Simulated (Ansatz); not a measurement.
The system is CdS.

```
CELL_PARAMETERS angstrom
0.00000 2.75324 2.75324
2.75324 0.00000 2.75324
2.75324 2.75324 0.00000
ATOMIC_POSITIONS crystal
Cd 0.00000 0.00000 0.00000
S 0.50000 0.50000 0.50000
```

Measurements of this composition are mostly on another form, of space group No. 186.

Base run:

```yaml
Program: Ansatz 0.2.0
Functional: PBEsol
Potentials_or_basis: all-electron LAPW, scalar-relativistic
Cutoff: 205 eV (chosen from the basis error)
Basis_error_allowed: 0.001 eV/atom
k_mesh: 8 × 8 × 8
Occupations: fermi-dirac, width 0.05 eV
Spin: no spin polarisation
```

Its results: pressure -4.4 GPa.

The run is repeated on the same cell with these changes: functional from PBEsol to LDA. What comes out?

Pressure -6.9 GPa.

LDA binds more tightly than PBEsol, so the same cell stands under less pressure.
